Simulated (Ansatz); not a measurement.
# KI: the cell at several levels of theory

An exercise on one series of results from a longer session: the logs are not shown, and one member is left open.

The runs shown are made with Ansatz 0.2.0. PAW datasets, plane waves, zero pressure. (Calculated; spin-unpolarised; the phase may be known or hypothetical.)

## The cell

It is hexagonal, P6_3/mmc (No. 194); a = 4.910 Å, c = 8.003 Å in the conventional setting, 41.77 Å³ an atom. Near K stand 6 I at 3.47 Å; near I stand 6 K at 3.47 Å.

The structure in full:

```cif
data_structure
_symmetry_space_group_name_H-M 'P6_3/mmc'
_symmetry_Int_Tables_number 194
_cell_length_a 4.9099
_cell_length_b 4.9099
_cell_length_c 8.0032
_cell_angle_alpha 90.000
_cell_angle_beta 90.000
_cell_angle_gamma 120.000
_cell_volume 167.09
loop_
_atom_site_label
_atom_site_type_symbol
_atom_site_symmetry_multiplicity
_atom_site_Wyckoff_symbol
_atom_site_fract_x
_atom_site_fract_y
_atom_site_fract_z
_atom_site_occupancy
K1 K 2 a 0.00000 0.00000 0.00000 1
I1 I 2 c 0.33333 0.66667 0.25000 1
```

Set-up of the first run:

Contents of input.yaml:

```yaml
crystal:
  lattice:
    - [4.90991328, 0.0, 0.0]
    - [-2.45495664, 4.2521096309, 0.0]
    - [0.0, 0.0, 8.0031586464]
  atoms:
    - { symbol: K, position: [0.0, 0.0, 0.0] }
    - { symbol: K, position: [0.0, 0.0, 0.5] }
    - { symbol: I, position: [0.3333333333, 0.6666666667, 0.25] }
    - { symbol: I, position: [0.6666666667, 0.3333333333, 0.75] }
kpoints:
  mp_grid: { grid: [6, 6, 4] }
hamiltonian:
  xc: pbe
scf:
  occupations: { method: fermi_dirac, width: 0.02 }
relax:
  f_tol: 0.005
  cell: {}
output:
  write_density: true
  write_potential: true
  elf: true
  volumetric_format: npy
```

The run is started by

```sh
$ ansatz run input.yaml --threads 2 --pin off --max-ram 2211MiB --backend cpu --events-out ev --progress --plain --runs-dir out
```

Steps of the session up to this table: Relaxing with PBE; Relaxation with r2SCAN; Relaxation with PBEsol; LDA: cell and atoms.

One table of the session follows, with a row left open; its other results are not shown here.

| level | a (Å) | c (Å) | volume (Å³/atom) |
| --- | --- | --- | --- |
| PBE | 4.971 | 8.668 | 46.367 |
| r2SCAN | 4.900 | 8.590 | 44.654 |
| PBEsol | ? | ? | ? |
| LDA | 4.701 | 8.312 | 39.760 |

Q: Estimate the row for PBEsol from the others.

The run gave: a (Å): 4.837; c (Å): 8.518; volume (Å³/atom): 43.141. In the column «a (Å)» it lies between LDA (4.701) and r2SCAN (4.900).

From the start to the first minimum the volume moved by +11.0 %. LDA gives the smallest cell and PBE the largest; they differ by 16.6 % in volume, a mean of 5.3 % in length.
